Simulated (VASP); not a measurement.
# Cs (C2/m) in VASP: a series of runs

Runs on Cs. Level: PBEsol. Tasks: single point.

Program: VASP 6.6.1. These are calculated values, not measurements. Logs are shortened: lines on timing, memory, paths and dates and some standing lists are left out, and cuts for length are marked.

## (1) Starting point

It takes space group C2/m (No. 12, monoclinic). Conventional cell: a = 6.038 Å, b = 8.676 Å, c = 5.110 Å, α = 90.00°, β = 120.26°, γ = 90.00°.

This isn't the form of Cs at room conditions, which is bcc.

## (2) Single point, PBEsol

INCAR reads:

```
ADDGRID = False
ALGO = Normal
EDIFF = 1E-6
ENCUT = 300
GGA = PS
ISIF = 2
ISMEAR = 1
LASPH = True
LCHARG = False
LREAL = False
LWAVE = False
NELM = 100
PREC = Accurate
SIGMA = 0.1
```

KPOINTS reads:

```
k-points
0
Gamma
  5 5 5
```

POSCAR reads:

```
Cs
1.0
    3.0190110000     -4.3381320000      0.0000000000
    3.0190110000      4.3381320000      0.0000000000
   -2.5749360000      0.0000000000      4.4138870000
Cs
1
Direct
    0.0000000000      0.0000000000      0.5000000000
```

Potentials or basis: VASP PAW PBE potentials, release 64 (Cs_sv).

On the command line:

```
cat potpaw_PBE.64/Cs_sv/POTCAR > POTCAR
mpirun -np 1 vasp_std > vasp.out
```

OUTCAR:

```text
EDIFF = 1E-6
   ENCUT = 300
   GGA = PS
   ISIF = 2
   ISMEAR = 1
   LASPH = True
   LREAL = False
   NELM = 100
   PREC = Accurate

 Found     39 irreducible k-points:

 Following reciprocal coordinates:
            Coordinates               Weight
  0.000000  0.000000  0.000000      1.000000
  0.200000  0.000000  0.000000      4.000000
  0.400000  0.000000 -0.000000      4.000000
  0.200000  0.200000  0.000000      2.000000
  0.400000  0.200000 -0.000000      4.000000
 -0.400000  0.200000  0.000000      4.000000
   k-points           NKPTS =     39   k-points in BZ     NKDIM =     39   number of bands    NBANDS=      8
   number of dos      NEDOS =    301   number of ions     NIONS =      1
   total plane-waves  NPLWV =  27000
   dimension x,y,z NGX =    30 NGY =   30 NGZ =   30
   dimension x,y,z NGXF=    60 NGYF=   60 NGZF=   60
   ions per type =               1
   NGX,Y,Z   is equivalent  to a cutoff of   9.44,  9.44,  9.76 a.u.
   NGXF,Y,Z  is equivalent  to a cutoff of  18.87, 18.87, 19.52 a.u.
 SYSTEM =  unknown system
   PREC   = accura    normal or accurate (medium, high low for compatibility)
   ISTART =      0    job   : 0-new  1-cont  2-samecut
   ICHARG =      2    charge: 1-file 2-atom 10-const
   ISPIN  =      1    spin polarized calculation?
   LNONCOLLINEAR =      F non collinear calculations
   LSORBIT =      F    spin-orbit coupling
   LASPH  =      T    aspherical Exc in radial PAW
   ENCUT  =  300.0 eV  22.05 Ry    4.70 a.u.   7.46  7.46  7.22*2*pi/ulx,y,z
   NELM   =    100;   NELMIN=  2; NELMDL= -5     # of ELM steps
   EDIFF  = 0.1E-05   stopping-criterion for ELM
   LREAL  =      F    real-space projection
   EDIFFG = 0.1E-04   stopping-criterion for IOM
   NSW    =      0    number of steps for IOM
   IBRION =     -1    ionic relax: 0-MD 1-quasi-New 2-CG
   NFREE  =      0    steps in history (QN), initial steepest desc. (CG)
   ISIF   =      2    stress and relaxation
   ISYM   =      2    0-nonsym 1-usesym 2-fastsym
   POTIM  = 0.5000    time-step for ionic-motion
   TEBEG  =    0.0;   TEEND  =   0.0 temperature during run
   PSTRESS=    0.0 pullay stress
   NELECT =       9.0000    total number of electrons
   NUPDOWN=      -1.0000    fix difference up-down
   EMIN   =  10.00;   EMAX   =-10.00  energy-range for DOS
   EFERMI =   0.00;   METHOD = LEGACY
   ISMEAR =     1;   SIGMA  =   0.10  broadening in eV -4-tet -1-fermi 0-gaus
   EFERMI_NEDOS =   21; number of points for ismear=-14 and -15
   IALGO  =     38    algorithm
   IMIX   =      4    mixing-type and parameters
     AMIX     =   0.40;   BMIX     =  1.00
     AMIX_MAG =   1.60;   BMIX_MAG =  1.00
  volume/ion in A,a.u.               =     115.62       780.22
  Fermi-wavevector in a.u.,A,eV,Ry     =   0.699009  1.320936  6.647992  0.488614
  Thomas-Fermi vector in A             =   1.782770
   LORBIT       =      0    0 simple, 1 ext, 2 COOP (PROOUT), +10 PAW based schemes
   GGA     = PS    functional components
   LHFCALC =     F    Hartree Fock is set to
   AEXX    =    0.0000 exact exchange contribution
   IVDW    =     0    specifies the selected vdW correction
   LEPSILON=     F    determine dielectric tensor
   LRPA    =     F    only Hartree local field effects (RPA)
 non-spin polarized calculation
 Methfessel and Paxton  Order N= 1 SIGMA  =   0.10
  energy-cutoff  :      300.00
  volume of cell :      115.62
 maximum number of plane-waves:      1379
 NGX is ok and might be reduce to    30
   NGX = 15   NGY = 15   NGZ = 15

 number of electron       8.9999994 magnetization

 Free energy of the ion-electron system (eV)
  ---------------------------------------------------
  ext. energy  EPLUGINS =         0.00000000
  ---------------------------------------------------
  free energy    TOTEN  =        -0.93936762 eV

  energy without entropy =       -0.93697021  energy(sigma->0) =       -0.93856848

 E-fermi :   0.4189     XC(G=0):  -5.4629

 val. band max:        0.4151749170   @ k =  -0.2000   0.2000   0.4000
 cond. band min:       0.4394238039   @ k =  -0.4000   0.4000   0.2000
 fundamental gap:      0.0242488869
 Fermi energy:         0.4189442427

 k-point     1 :       0.0000    0.0000    0.0000
  band No.  band energies     occupation
      1     -23.4959      2.00000
      2     -10.2245      2.00000
      3     -10.2164      2.00000
      4     -10.2081      2.00000
      5      -1.3158      2.00000
      6       2.6122      0.00000
      7       2.7689      0.00000
      8       3.0697      0.00000

 k-point     2 :       0.2000    0.0000    0.0000
  band No.  band energies     occupation
      1     -23.4941      2.00000
      2     -10.2648      2.00000
      3     -10.2292      2.00000
      4     -10.2103      2.00000
      5      -0.9171      2.00000
      6       2.2202     -0.00000
      7       2.3596     -0.00000
      8       3.3657      0.00000

 k-point     3 :       0.4000    0.0000   -0.0000
  band No.  band energies     occupation
      1     -23.4911      2.00000
      2     -10.3333      2.00000
      3     -10.2457      2.00000
      4     -10.2122      2.00000
      5       0.0261      2.00000
      6       1.3462     -0.00000
      7       2.0080     -0.00000
      8       3.8368      0.00000

 k-point     4 :       0.2000    0.2000    0.0000
  band No.  band energies     occupation
      1     -23.4918      2.00000
      2     -10.2954      2.00000
      3     -10.2588      2.00000
      4     -10.2182      2.00000
      5      -0.2311      2.00000
      6       1.7014     -0.00000
      7       1.9526     -0.00000
      8       3.6736      0.00000

 k-point     5 :       0.4000    0.2000   -0.0000
  band No.  band energies     occupation
      1     -23.4899      2.00000
      2     -10.3299      2.00000
      3     -10.2742      2.00000
      4     -10.2194      2.00000
      5       0.6575     -0.00381
      6       1.1143     -0.00000
      7       1.7234     -0.00000
      8       3.5508      0.00000

 k-point     6 :      -0.4000    0.2000    0.0000
  band No.  band energies     occupation
      1     -23.4909      2.00000
      2     -10.3198      2.00000
      3     -10.2533      2.00000
      4     -10.2150      2.00000
      5      -0.1692      2.00000
      6       1.6683     -0.00000
      7       2.0239     -0.00000
      8       3.6638      0.00000

 [... further k-points ...]
[... 5 lines left out ...]
  --------------------------------------------------------------------------------------
  -------------------------------------------------------------------------------------
  Total       -0.1647349     -0.0735849     -0.0846482      0.0000000      0.0000000     -0.1181353
  in kB       -2.2828513     -1.0197193     -1.1730309      0.0000000      0.0000000     -1.6370868
  external PRESSURE =      -1.4918672 kB  Pullay stress =       0.0000000 kB

 VOLUME and BASIS-vectors are now :
 -----------------------------------------------------------------------------
  energy-cutoff  :      300.00
  volume of cell :      115.62
      direct lattice vectors                 reciprocal lattice vectors
     3.019011000 -4.338132000  0.000000000     0.165617151 -0.115256982  0.096616330
     3.019011000  4.338132000  0.000000000     0.165617151  0.115256982  0.096616330
    -2.574936000  0.000000000  4.413887000     0.000000000  0.000000000  0.226557680

 POSITION                                       TOTAL-FORCE (eV/Angst)
 -----------------------------------------------------------------------------------
     -1.28747      0.00000      2.20694         0.000000      0.000000      0.000000
 -----------------------------------------------------------------------------------
    total drift:                               -0.000000      0.000000      0.000000

  FREE ENERGIE OF THE ION-ELECTRON SYSTEM (eV)
  ---------------------------------------------------
  free  energy   TOTEN  =        -0.9393676197 eV

  energy  without entropy=       -0.9369702096  energy(sigma->0) =       -0.93856848
```

Wall time 10 s (1 thread of Intel Xeon Platinum 8488C (Sapphire Rapids), shared host); peak memory 0.16 GiB.

These settings aren't checked as converged: the numbers below hold their error.

What came out:

```yaml
Free_energy: -0.9394 eV
Pressure: -0.1 GPa
Band_gap_on_the_k_mesh: none (metal or under the smearing width)
```

Caveat: the PAW data sets were made with another functional, which shifts forces and pressure a little.

## (3) Single point, PBEsol

INCAR is that of step 2.

KPOINTS is that of step 2.

POSCAR reads:

```
Cs
1.0
    3.0286440000     -4.4025590000     -0.0553060000
    2.9811710000      4.3695220000      0.0984760000
   -2.5313490000      0.0923220000      4.3694900000
Cs
1
Direct
   -0.0054440000      0.0010830000      0.4979030000
```

Potentials or basis: VASP PAW PBE potentials, release 64 (Cs_sv).

On the command line:

```
cat potpaw_PBE.64/Cs_sv/POTCAR > POTCAR
mpirun -np 1 vasp_std > vasp.out
```

Wall time 13 s (1 thread of Intel Xeon Platinum 8488C (Sapphire Rapids), shared host); peak memory 0.17 GiB.

These settings aren't checked as converged: the numbers below hold their error.

What came out:

```
Free energy            : -0.9386 eV
Pressure               : -0.1 GPa
Band gap on the k mesh : none (metal or under the smearing width)
```

Caveat: the PAW data sets were made with another functional, which shifts forces and pressure a little.

(Part 1 of 2 ends here.)
